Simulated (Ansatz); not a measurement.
**Dielectric response of BeS (110) films**

Wanted: ε of zincblende BeS (110) by finite fields on slabs, and the band edges against the vacuum where run.

Calculated with Ansatz 0.2.0; plane-wave DFT, PBE, Ansatz PAW, in the first sound run; inputs show where later runs differ.

## (1) Starting point

The cell holds 10 atoms: 5 Be and 5 S. Cell: a = 3.444 Å, b = 4.870 Å, c = 24.887 Å, α = 90.0°, β = 90.0°, γ = 90.0°. It derives from BeS (zincblende BeS). Vacuum lies along c.

## (2) Relaxation, 10 atoms, units 5

The structure is relaxed first, because levels and dipoles at a surface follow the positions of the outer atoms.

Contents of input.yaml:

```yaml
crystal:
  lattice:
    - [3.44361002, 0.0, 0.0]
    - [0.0, 4.87, 0.0]
    - [0.0, 0.0, 24.8872200488]
  atoms:
    - { symbol: Be, position: [0.5, 0.5, 0.3616313908] }
    - { symbol: S, position: [0.0, 0.75, 0.3616313908] }
    - { symbol: Be, position: [0.0, 0.0, 0.4308156954] }
    - { symbol: S, position: [0.5, 0.25, 0.4308156954] }
    - { symbol: Be, position: [0.5, 0.5, 0.5] }
    - { symbol: S, position: [0.0, 0.75, 0.5] }
    - { symbol: Be, position: [0.0, 0.0, 0.5691843046] }
    - { symbol: S, position: [0.5, 0.25, 0.5691843046] }
    - { symbol: Be, position: [0.5, 0.5, 0.6383686092] }
    - { symbol: S, position: [0.0, 0.75, 0.6383686092] }
kpoints:
  mp_grid: { grid: [8, 6, 1] }
hamiltonian:
  xc: pbe
scf:
  occupations: { method: fixed }
  convergence: { dr2_threshold: 1.0e-09 }
efield:
  axis: 3
  dipole_correction: true
  ramp_position: 0.97
  ramp_width: 0.06
relax:
  f_tol: 0.003
  max_steps: 100
output:
  write_potential: true
  write_density: true
  volumetric_format: npy
```

Started as:

```console
ansatz run input.yaml --threads 8 --pin off --max-ram 12288MiB --backend cpu --events-out ev --progress --plain --runs-dir out
```

Numbers of over 12 decimals in the logs are rounded to 6 here.

The log of the run:

```text
Engine: ansatz 0.2.0, aarch64-unknown-linux-gnu
Pseudopotentials: kind: paw
Pseudopotential: Be, paw, valence charge 2, recommended cutoff 420 eV (normal), Be.paw.azcp
Pseudopotential: S, paw, valence charge 6, recommended cutoff 420 eV (normal), S.paw.azcp
Functional definition: PBE
  parameter kappa = 0.804
  parameter beta = 0.066725
  exchange = pbe_x(kappa = kappa, mu = beta*pi^2/3)
  correlation = pbe_c(beta = beta)
Crystal: 10 atoms, lattice volume = 417.368 Å³
Basis set: ecut = 420 eV, 8097 PW (Γ), exchange–correlation on 48×72×360 points (8 copies of the dense FFT grid, shifted against one another)
Bands: 30, of which v1, the nominal top of the filled ones, is band 20 counted from 1 (19 counted from 0)
Symmetry: 2 space group operations
k-points: 20 of 48 (time reversal used)
Non-local potential: Be, projectors of the file, l = 0: 2, l = 1: 2, l = 2: 1
Non-local potential: S, projectors of the file, l = 0: 2, l = 1: 2, l = 2: 2
PAW form: soft (Blöchl's): semilocal exchange-correlation on the pseudo side does not see the compensation charge
PAW one-centre angular grid: Be, 110 points (default); XC on 64 Gauss nodes
PAW one-centre angular grid: S, 110 points (default); XC on 64 Gauss nodes
Initial density: superposition of atomic densities (neutral atoms: chi_scale 0, normalization atom), corrected by the library's trained network
Initial wavefunctions: pseudopotential atomic-orbital guess
Functional: x = pbe(κ = 0.804, μ = 0.219515), c = pbe(β = 0.066725)
SCF iter   1: F=—  HF=-4982.375119 eV  |F-HF|=—  |Δ(HF+E_count)|=         —  Δρ=9.61e-4  dr2=8.43e-3  ethr=1.77e-3  p=0.000 e·Å  D=6.36e-15 V/Å  ΔV_dip=-0.00 eV  dr2_dipole=8.26e-9  V_vac-E_F(+/−)=5.47/5.47 eV  ⟨swp⟩=5.5  Hψ=2944  notcnv=0  defer=160
efield: sawtooth ramp at fractional position 0.9700 (set: `efield.ramp_position`, or a place that a band, a saddle search or an elastic batch's reference lends), width 0.0600; the density the first Hamiltonian is built on has a dipole p = 0.000 e·Å; the dipole correction subtracts the counter field D = 6.36e-15 V/Å, which shifts the + side's vacuum level by -0.00 eV against the − side's; the planar-averaged density in the ramp window peaks in size at 2.5e-6 e/Å³
preconditioner: auto → Resta (q_TF=auto, 1.846 Å⁻¹)  ε∞=2.2  [insulator: Δε(μ)=2.782 eV  Ē_g=10.301 eV  n_scr=42 (ndim 8)  ℏωp=11.5 eV  f_vac=0.577  ε∞_Penn≈2.2  vacuum switching on, ρ_ref=7.7e-3 e/Å³]
SCF iter   2: F=—  HF=-4982.377330 eV  |F-HF|=—  |Δ(HF+E_count)|=   2.21e-3  Δρ=4.52e-4  dr2=1.03e-3  ethr=2.11e-5  p=0.000 e·Å  D=1.53e-5 V/Å  ΔV_dip=-0.00 eV  dr2_dipole=3.56e-8  V_vac-E_F(+/−)=5.52/5.52 eV  ⟨swp⟩=3.2  Hψ=1234  notcnv=0  defer=160
density mixer auto → msr1: gapped (density of states about μ 0.02 of a free-electron gas's, 42 screened modes)
SCF iter   3: F=—  HF=-4982.378628 eV  |F-HF|=—  |Δ(HF+E_count)|=   1.30e-3  Δρ=1.78e-4  dr2=1.92e-4  ethr=2.57e-6  p=-0.000 e·Å  D=-3.86e-5 V/Å  ΔV_dip=0.00 eV  dr2_dipole=5.31e-8  V_vac-E_F(+/−)=5.55/5.54 eV  ⟨swp⟩=3.2  Hψ=937  notcnv=0  defer=160
SCF iter   4: F=—  HF=-4982.378948 eV  |F-HF|=—  |Δ(HF+E_count)|=   3.20e-4  Δρ=4.70e-5  dr2=2.97e-5  ethr=4.80e-7  p=0.000 e·Å  D=4.91e-5 V/Å  ΔV_dip=-0.00 eV  dr2_dipole=9.97e-8  V_vac-E_F(+/−)=5.57/5.57 eV  ⟨swp⟩=2.1  Hψ=858  notcnv=0  defer=160
SCF iter   5: F=—  HF=-4982.378955 eV  |F-HF|=—  |Δ(HF+E_count)|=   6.39e-6  Δρ=1.79e-5  dr2=2.18e-6  ethr=7.42e-8  p=-0.000 e·Å  D=-1.85e-5 V/Å  ΔV_dip=0.00 eV  dr2_dipole=1.57e-8  V_vac-E_F(+/−)=5.57/5.57 eV  ⟨swp⟩=2.0  Hψ=792  notcnv=0  defer=158
SCF iter   6: F=—  HF=-4982.378976 eV  |F-HF|=—  |Δ(HF+E_count)|=   2.10e-5  Δρ=5.60e-6  dr2=1.71e-7  ethr=5.45e-9  p=0.000 e·Å  D=1.32e-5 V/Å  ΔV_dip=-0.00 eV  dr2_dipole=7.23e-9  V_vac-E_F(+/−)=5.57/5.57 eV  ⟨swp⟩=2.1  Hψ=878  notcnv=0  defer=153
SCF iter   7: F=—  HF=-4982.378976 eV  |F-HF|=—  |Δ(HF+E_count)|=   1.48e-7  Δρ=1.40e-6  dr2=2.71e-8  ethr=4.28e-10  p=-0.000 e·Å  D=-1.39e-5 V/Å  ΔV_dip=0.00 eV  dr2_dipole=8.18e-9  V_vac-E_F(+/−)=5.57/5.57 eV  ⟨swp⟩=2.0  Hψ=844  notcnv=0  defer=153
SCF iter   8: F=—  HF=-4982.378976 eV  |F-HF|=—  |Δ(HF+E_count)|=   3.77e-9  Δρ=6.33e-7  dr2=3.47e-9  ethr=6.77e-11  p=0.000 e·Å  D=4.30e-6 V/Å  ΔV_dip=-0.00 eV  dr2_dipole=8.21e-10  V_vac-E_F(+/−)=5.57/5.57 eV  ⟨swp⟩=2.3  Hψ=806  notcnv=0  defer=153
SCF iter   9: F=-4982.378976 eV  HF=-4982.378976 eV  |F-HF|=1.13e-10  |Δ(HF+E_count)|=   1.41e-9  Δρ=2.16e-7  dr2=2.81e-10  ethr=2.50e-12  p=-0.000 e·Å  D=-4.71e-7 V/Å  ΔV_dip=0.00 eV  dr2_dipole=9.66e-12  V_vac-E_F(+/−)=5.57/5.57 eV  ⟨swp⟩=8.8  Hψ=3427  notcnv=0
SCF 1 converged in 9 iterations: F = -4982.378976 eV  dr2 = 2.81e-10
  greatest PAW one-centre occupation: 0.849 electrons in one spin orbital (limit 2), on the S atom at site 3 (counted from 0), in its partial waves of l = 0
relax step   1: F+E_penalty+E_count = -4982.37897566 eV  Δ(F+E_penalty+E_count) = +0.000e0 eV  max|allowed force component| = 1.666e0 eV/Å  Δτ_max = 0.0000 Å  (9 SCF iters, accepted)
Initial density: handed on by an earlier stage of this run
Initial wavefunctions: those handed on with the density
iter 1 solved again at ethr=2.41e-4 eV; its pass at ethr=3.10e-3 eV (dr2=9.64e-2 eV) is discarded
SCF iter   1: F=—  HF=-4983.139519 eV  |F-HF|=—  |Δ(HF+E_count)|=         —  Δρ=4.35e-3  dr2=9.51e-2  ethr=2.41e-4  p=-0.000 e·Å  D=-4.71e-7 V/Å  ΔV_dip=0.00 eV  dr2_dipole=2.30e-11  V_vac-E_F(+/−)=5.65/5.65 eV  ⟨swp⟩=1.2  Hψ=3168  notcnv=0  defer=155
efield: sawtooth ramp at fractional position 0.9700 (set: `efield.ramp_position`, or a place that a band, a saddle search or an elastic batch's reference lends), width 0.0600; the density the first Hamiltonian is built on has a dipole p = -0.000 e·Å; the dipole correction subtracts the counter field D = -4.71e-7 V/Å, which shifts the + side's vacuum level by +0.00 eV against the − side's; the planar-averaged density in the ramp window peaks in size at 1.1e-8 e/Å³
preconditioner: auto → Resta (q_TF=auto, 1.846 Å⁻¹)  ε∞=2.2  [insulator: Δε(μ)=3.031 eV  Ē_g=10.489 eV  n_scr=42 (ndim 8)  ℏωp=11.5 eV  f_vac=0.589  ε∞_Penn≈2.2  vacuum switching on, ρ_ref=8.0e-3 e/Å³]
SCF iter   2: F=—  HF=-4983.182477 eV  |F-HF|=—  |Δ(HF+E_count)|=   4.30e-2  Δρ=2.40e-3  dr2=2.36e-2  ethr=2.38e-4  p=0.000 e·Å  D=5.21e-7 V/Å  ΔV_dip=-0.00 eV  dr2_dipole=1.06e-10  V_vac-E_F(+/−)=5.93/5.93 eV  ⟨swp⟩=3.2  Hψ=801  notcnv=0  defer=160  κ⁻¹=1.0e0(r=1)
density mixer auto → broyden: gapped, where msr1 would fit the directions that read negative (density of states about μ 0.01 of a free-electron gas's, 42 screened modes)
[...]
relax step   3: F+E_penalty+E_count = -4983.50307110 eV  Δ(F+E_penalty+E_count) = -2.955e-1 eV  max|allowed force component| = 2.026e-1 eV/Å  Δτ_max = 0.1953 Å  (9 SCF iters, accepted)
[...]
relax step   4: F+E_penalty+E_count = -4983.52235466 eV  Δ(F+E_penalty+E_count) = -1.928e-2 eV  max|allowed force component| = 4.259e-2 eV/Å  Δτ_max = 0.0667 Å  (9 SCF iters, accepted)
[...]
relax step   5: F+E_penalty+E_count = -4983.52229177 eV  Δ(F+E_penalty+E_count) = +6.288e-5 eV  max|allowed force component| = 4.604e-2 eV/Å  Δτ_max = 0.0111 Å  (7 SCF iters, rejected (line search))
SCF iter   1: F=—  HF=-4983.522810 eV  |F-HF|=—  |Δ(HF+E_count)|=         —  Δρ=2.48e-4  dr2=2.65e-4  ethr=7.16e-6  p=-0.000 e·Å  D=-3.80e-7 V/Å  ΔV_dip=0.00 eV  dr2_dipole=2.67e-12  V_vac-E_F(+/−)=6.52/6.52 eV  ⟨swp⟩=3.3  Hψ=1479  notcnv=0  defer=160
efield: sawtooth ramp at fractional position 0.9700 (set: `efield.ramp_position`, or a place that a band, a saddle search or an elastic batch's reference lends), width 0.0600; the density the first Hamiltonian is built on has a dipole p = -0.000 e·Å; the dipole correction subtracts the counter field D = -3.80e-7 V/Å, which shifts the + side's vacuum level by +0.00 eV against the − side's; the planar-averaged density in the ramp window peaks in size at 7.3e-8 e/Å³
preconditioner: auto → Resta (q_TF=auto, 1.846 Å⁻¹)  ε∞=2.2  [insulator: Δε(μ)=2.703 eV  Ē_g=10.658 eV  n_scr=42 (ndim 8)  ℏωp=11.5 eV  f_vac=0.587  ε∞_Penn≈2.2  vacuum switching on, ρ_ref=8.2e-3 e/Å³]
SCF iter   2: F=—  HF=-4983.522759 eV  |F-HF|=—  |Δ(HF+E_count)|=   5.10e-5  Δρ=1.22e-4  dr2=4.59e-5  ethr=6.62e-7  p=-0.000 e·Å  D=-4.48e-8 V/Å  ΔV_dip=0.00 eV  dr2_dipole=8.17e-14  V_vac-E_F(+/−)=6.52/6.52 eV  ⟨swp⟩=2.4  Hψ=1040  notcnv=0  defer=158  κ⁻¹=1.0e0(r=1)
density mixer auto → broyden: gapped, where msr1 would fit the directions that read negative (density of states about μ 0.01 of a free-electron gas's, 42 screened modes)
SCF iter   3: F=—  HF=-4983.522758 eV  |F-HF|=—  |Δ(HF+E_count)|=   5.74e-7  Δρ=4.30e-5  dr2=5.46e-6  ethr=1.15e-7  p=-0.000 e·Å  D=-1.14e-7 V/Å  ΔV_dip=0.00 eV  dr2_dipole=2.26e-13  V_vac-E_F(+/−)=6.52/6.52 eV  ⟨swp⟩=2.4  Hψ=902  notcnv=0  defer=136  κ⁻¹=7.3e-2(r=2)
SCF iter   4: F=—  HF=-4983.522758 eV  |F-HF|=—  |Δ(HF+E_count)|=   7.29e-7  Δρ=9.62e-6  dr2=3.96e-7  ethr=1.37e-8  p=0.000 e·Å  D=2.58e-8 V/Å  ΔV_dip=-0.00 eV  dr2_dipole=3.33e-13  V_vac-E_F(+/−)=6.52/6.52 eV  ⟨swp⟩=2.1  Hψ=914  notcnv=0  defer=71  κ⁻¹=1.3e-2(r=3)
SCF iter   5: F=—  HF=-4983.522783 eV  |F-HF|=—  |Δ(HF+E_count)|=   2.50e-5  Δρ=3.32e-6  dr2=4.22e-8  ethr=9.90e-10  p=-0.000 e·Å  D=-1.04e-7 V/Å  ΔV_dip=0.00 eV  dr2_dipole=8.62e-14  V_vac-E_F(+/−)=6.52/6.52 eV  ⟨swp⟩=2.9  Hψ=889  notcnv=0  defer=71  κ⁻¹=9.4e-4(r=4)
SCF iter   6: F=—  HF=-4983.522783 eV  |F-HF|=—  |Δ(HF+E_count)|=   2.86e-8  Δρ=1.21e-6  dr2=4.34e-9  ethr=1.06e-10  p=-0.000 e·Å  D=-3.25e-8 V/Å  ΔV_dip=0.00 eV  dr2_dipole=1.58e-14  V_vac-E_F(+/−)=6.52/6.52 eV  ⟨swp⟩=2.7  Hψ=943  notcnv=0  defer=71  κ⁻¹=5.6e-5(r=5)
SCF iter   7: F=-4983.522783 eV  HF=-4983.522783 eV  |F-HF|=3.57e-10  |Δ(HF+E_count)|=   5.32e-9  Δρ=2.96e-7  dr2=2.54e-10  ethr=2.50e-12  p=-0.000 e·Å  D=-6.84e-8 V/Å  ΔV_dip=0.00 eV  dr2_dipole=1.51e-14  V_vac-E_F(+/−)=6.52/6.52 eV  ⟨swp⟩=8.0  Hψ=3360  notcnv=0
SCF 6 converged in 7 iterations: F = -4983.522783 eV  dr2 = 2.54e-10
relax step   6: F+E_penalty+E_count = -4983.52278262 eV  Δ(F+E_penalty+E_count) = -4.280e-4 eV  max|allowed force component| = 1.765e-3 eV/Å  Δτ_max = 0.0044 Å  (7 SCF iters, accepted)
NSCF: frozen V_eff on 20 k-points
the band table was solved once a step of the walk had ended and its energy, with any forces and stress, was formed, with the checks that follow a solve (4506 applications of the Hamiltonian). They found nothing against the state; the energy, forces and stress were not computed again (output.eigenvalues in the input reference)
WARN: The output density's exchange-correlation potential varies sharply where the density is thin. Do not read a vacuum level from v_tot or v_xc, or from such a field of the output density. On a cell that repeats whose density bears no net charge and no dipole along the vacuum's axis use v_es (v_loc + v_h of the components); under efield.dipole_correction with no amplitude use v_es + v_field, which holds any externa [...]
SCF converged after 7 iterations
Stability not checked: this state was not tested for a lower state beside it, because the mixer in use, unlike msr1, does not test its closes by its own steps (another_mixer; see scf.mixing.algorithm and scf.lower_state_search)
Free energy (F): -4983.522783 eV
Harris-Foulkes:  -4983.522783 eV  (|F-HF|=3.57e-10)
Internal energy: -4983.522783 eV  (E = F + TS)
E sigma→0 (E₀):  -4983.522783 eV
Fermi energy:    -2.515559 eV
Dipole field:    D = 0.000000 V/Å  (p = 0.000000 e·Å, saw-weighted, corrected)
Work function:   Φ+ = 6.5217 eV   Φ− = 6.5217 eV
Levels:          The Fermi level and band energies are counted from a zero that moves with the ramp; work functions are not
--- Per-component energies (eV) ---
  E_band       = -290.692978
  E_kinetic    = 635.030903
  E_local      = -16023.972687  (includes V_loc(G=0)·N_el)
  E_nonlocal   = 164.630299
  E_hartree    = 7752.863581
  E_xc         = -583.583203
  E_vxc        = -540.033177  (∫ρ·V_xc dr)
  E_paw        = -3299.632299  (= ΣΔE_a)
  E_vpaw       = -32.075248  (= ΣTr[D̂ρ^β])
  E_aug_tail   = 0.000006  (compensation charges beyond the density's cutoff)
  E_efield     = 0.000000  (sawtooth field / dipole correction)
  E_vefield    = -0.000000  (∫n·V_field dr)
  E_ewald      = 6371.140618
  E_smearing   = -0.000000  (= −TS)
  E_closure    = -0.000000  (closes the sum)
  Σ components = -4983.522783   (vs F -4983.522783, Δ=0.00e0)
--- Forces (eV/Å), atoms counted from 1 ---
  atom   1  Be     0.00000000    -0.00023084     0.00158817
  atom   2  S     -0.00000000     0.00168251    -0.00156567
  atom   3  Be    -0.00000000    -0.00176422    -0.00110067
  atom   4  S      0.00000000     0.00060536    -0.00065883
  atom   5  Be    -0.00000000     0.00095914     0.00000112
  atom   6  S      0.00000000    -0.00154181    -0.00000140
  atom   7  Be    -0.00000000    -0.00176370     0.00110272
  atom   8  S      0.00000000     0.00060554     0.00065686
  atom   9  Be     0.00000000    -0.00023068    -0.00158742
  atom  10  S     -0.00000000     0.00168304     0.00156499
  max |Σ_I F_I| component: 4.34e-6 eV/Å
--- Band table (eV; the first three rows and the last of 20) ---
  k-point 0: bands = [... 16 lower, -2.8810, -2.8496, -2.6731, -2.5156, 1.0559, 2.2462, 2.2569, 2.6885, ... 6 higher]
  k-point 1: bands = [... 16 lower, -2.9906, -2.9270, -2.7446, -2.7000, 1.2301, 2.3583, 2.4121, 2.6552, ... 6 higher]
  k-point 2: bands = [... 16 lower, -3.2795, -3.2730, -3.1001, -2.7163, 1.6452, 2.5159, 2.5427, 2.9497, ... 6 higher]
  k-point 19: bands = [... 16 lower, -3.8619, -3.8556, -3.1152, -2.9022, 1.6321, 2.0673, 3.5228, 3.5350, ... 6 higher]
--- Relaxed structure (6 steps of the walk, 5 accepted, 0 SCFs on fresh bases) ---
  F+E_penalty+E_count = -4983.52278262 eV   max|allowed force component| = 1.765e-3 eV/Å
  atoms:
    - { symbol: Be, position: [0.5, 0.551564, 0.377059] }
    - { symbol: S, position: [-3.1518856399183863e-18, 0.745485, 0.357703] }
    - { symbol: Be, position: [-2.008470818077377e-18, -0.017302, 0.428313] }
    - { symbol: S, position: [0.5, 0.233582, 0.430543] }
    - { symbol: Be, position: [0.5, 0.484992, 0.500000] }
    - { symbol: S, position: [0, 0.738349, 0.500000] }
    - { symbol: Be, position: [2.0084671656302854e-18, -0.017302, 0.571687] }
    - { symbol: S, position: [0.5, 0.233582, 0.569457] }
    - { symbol: Be, position: [0.5, 0.551564, 0.622941] }
    - { symbol: S, position: [3.151885648870202e-18, 0.745484, 0.642297] }
```

The job ended after 19 s (8 threads of Arm Neoverse V1, shared host; peak memory 0.95 GiB).

Step by step:

```csv
step,energy less that of the first step (eV),largest force component (eV/Å)
1,0.0000,1.6663
2,-0.8286,0.8381
3,-1.1241,0.2026
4,-1.1434,0.0426
5,-1.1433,0.0460
6,-1.1438,0.0018
```

Relaxation step 5 was tried and not accepted.

Forces are held to the 2 operations that the run works with; a distortion that breaks them can't arise in this run.

The atoms that moved most (Å):

```csv
atom,dx,dy,dz,length
Be1,0.000,0.251,0.384,0.459
Be9,0.000,0.251,-0.384,0.459
Be7,0.000,-0.084,0.062,0.105
Be3,0.000,-0.084,-0.062,0.105
S10,0.000,-0.022,0.098,0.100
S2,0.000,-0.022,-0.098,0.100
S8,0.000,-0.080,0.007,0.080
S4,0.000,-0.080,-0.007,0.080
```

Numbers from this step:

* gap on the k-mesh: 2.706 eV
* dipole along the normal: 1.06e-7 e·Å
* ionisation energy, upper face: 6.522 eV
* electron affinity, upper face: 3.815 eV

Running mean over 1.722 Å of the planar mean; the ramp of the sawtooth is left out. Table of electron's electrostatic potential energy less the highest filled level by z:

```csv
z (Å),electron's electrostatic potential energy less the highest filled level (eV)
3.5,6.52
4.0,6.52
4.5,6.52
5.0,6.52
5.5,6.52
6.0,6.51
6.5,6.47
7.0,6.29
7.5,5.46
8.0,3.32
8.5,0.406
9.0,-1.67
9.5,-2.60
10.0,-3.34
10.5,-3.19
11.0,-2.78
11.5,-2.54
12.0,-2.54
12.5,-2.58
13.0,-2.52
13.5,-2.57
14.0,-2.86
14.5,-3.28
15.0,-3.24
15.5,-2.40
16.0,-1.34
16.5,1.06
17.0,3.90
17.5,5.76
18.0,6.36
18.5,6.49
19.0,6.51
19.5,6.52
20.0,6.52
20.5,6.52
21.0,6.52
21.5,6.52
```

The relaxation took 6 steps and lowered the energy by 1.1 eV; the largest force on the free atoms ends at 0.0018 eV/Å.

The gap is 2.71 eV, with the valence edge 6.52 eV and the conduction edge 3.82 eV under the upper vacuum level.

## (3) The relaxed film, single point, 10 atoms, units 5

The film was relaxed beforehand; a single point on the relaxed positions gives its levels and potential.

input.yaml, the sections that differ from step 2:

```yaml
crystal:
  lattice:
    - [3.44361002, 0.0, 0.0]
    - [0.0, 4.87, 0.0]
    - [0.0, 0.0, 24.8872200488]
  atoms:
    - { symbol: Be, position: [0.5, 0.5515644676, 0.3770590433] }
    - { symbol: S, position: [0.0, 0.7454845234, 0.3577031528] }
    - { symbol: Be, position: [0.0, -0.0173017856, 0.4283125108] }
    - { symbol: S, position: [0.5, 0.2335824372, 0.4305433875] }
    - { symbol: Be, position: [0.5, 0.4849922392, 0.4999999996] }
    - { symbol: S, position: [0.0, 0.7383485738, 0.5000000023] }
    - { symbol: Be, position: [0.0, -0.0173018129, 0.5716874846] }
    - { symbol: S, position: [0.5, 0.2335824135, 0.569456617] }
    - { symbol: Be, position: [0.5, 0.5515644507, 0.6229409549] }
    - { symbol: S, position: [0.0, 0.7454844931, 0.6422968473] }
output:
  eigenvalues: true
  write_potential: true
  write_density: true
  volumetric_format: npy
# kpoints, hamiltonian, scf, efield: as in step 2
# relax: removed
```

The log of the run:

```text
[...]
Crystal: 10 atoms, lattice volume = 417.368 Å³
Basis set: ecut = 420 eV, 8097 PW (Γ)
Bands: 30, of which v1, the nominal top of the filled ones, is band 20 counted from 1 (19 counted from 0)
Symmetry: 2 space group operations
k-points: 20 of 48 (time reversal used)
[...]
SCF iter   1: F=—  HF=-4983.526727 eV  |F-HF|=—  |Δ(HF+E_count)|=         —  Δρ=1.05e-3  dr2=3.29e-2  ethr=1.77e-3  p=-0.000 e·Å  D=-5.68e-8 V/Å  ΔV_dip=0.00 eV  dr2_dipole=3.28e-9  V_vac-E_F(+/−)=6.09/6.09 eV  ⟨swp⟩=6.0  Hψ=3156  notcnv=0  defer=148
[...]
SCF iter   9: F=-4983.523042 eV  HF=-4983.523042 eV  |F-HF|=1.29e-10  |Δ(HF+E_count)|=  4.63e-10  Δρ=1.80e-7  dr2=1.27e-10  ethr=2.50e-12  p=-0.000 e·Å  D=-1.70e-7 V/Å  ΔV_dip=0.00 eV  dr2_dipole=2.01e-12  V_vac-E_F(+/−)=6.52/6.52 eV  ⟨swp⟩=20.6  Hψ=4431  notcnv=0
SCF 1 converged in 9 iterations: F = -4983.523042 eV  dr2 = 1.27e-10
[...]
SCF converged after 9 iterations
Free energy (F): -4983.523042 eV
[...]
Internal energy: -4983.523042 eV  (E = F + TS)
E sigma→0 (E₀):  -4983.523042 eV
Fermi energy:    -2.515499 eV
Dipole field:    D = 0.000001 V/Å  (p = 0.000003 e·Å, saw-weighted, corrected)
Work function:   Φ+ = 6.5216 eV   Φ− = 6.5216 eV
[...]
--- Band table (eV; the first three rows and the last of 20) ---
  k-point 0: bands = [... 16 lower, -2.8809, -2.8495, -2.6730, -2.5155, 1.0560, 2.2464, 2.2570, 2.6888, ... 6 higher]
  k-point 1: bands = [... 16 lower, -2.9905, -2.9269, -2.7445, -2.7000, 1.2302, 2.3583, 2.4123, 2.6555, ... 6 higher]
  k-point 2: bands = [... 16 lower, -3.2794, -3.2730, -3.1001, -2.7163, 1.6452, 2.5160, 2.5429, 2.9499, ... 6 higher]
  k-point 19: bands = [... 16 lower, -3.8619, -3.8555, -3.1152, -2.9021, 1.6321, 2.0674, 3.5228, 3.5350, ... 6 higher]
```

Run time: 5.2 s. Hardware: 8 threads; peak memory 0.99 GiB.

The column dr2 measures how far the density is from self-consistency, as an energy; F and HF (Harris–Foulkes) agree once it is small.

This step gave:

| Item | Value |
| --- | --- |
| dipole along the normal | 2.65e-6 e·Å |

Running mean over 1.722 Å of the planar mean; the ramp of the sawtooth is left out. Electron's electrostatic potential energy less the highest filled level against z:

```csv
z (Å),electron's electrostatic potential energy less the highest filled level (eV)
4,6.52
5,6.52
6,6.51
7,6.29
8,3.32
9,-1.67
10,-3.34
11,-2.78
12,-2.54
13,-2.52
14,-2.86
15,-3.24
16,-1.34
17,3.90
18,6.36
19,6.51
20,6.52
21,6.52
```

The gap is 2.71 eV, with the valence edge 6.52 eV and the conduction edge 3.82 eV under the upper vacuum level.

[end of part 1 of 5]

[Logs are printed without paths, hosts, clocks, repeated set-up lines and the standing remarks that a program may print on its own settings, such as how far it seeks lower states.]

[Hosts, paths, dates, database ids (printed as entryN), source tags and the programs' standing remarks are cut or masked in the printed files.]

[Maps of the electrostatic potential energy from Ansatz leave out the sawtooth potential of an applied field or a dipole correction, so their vacuum need not be flat; planar profiles and work functions include it.]
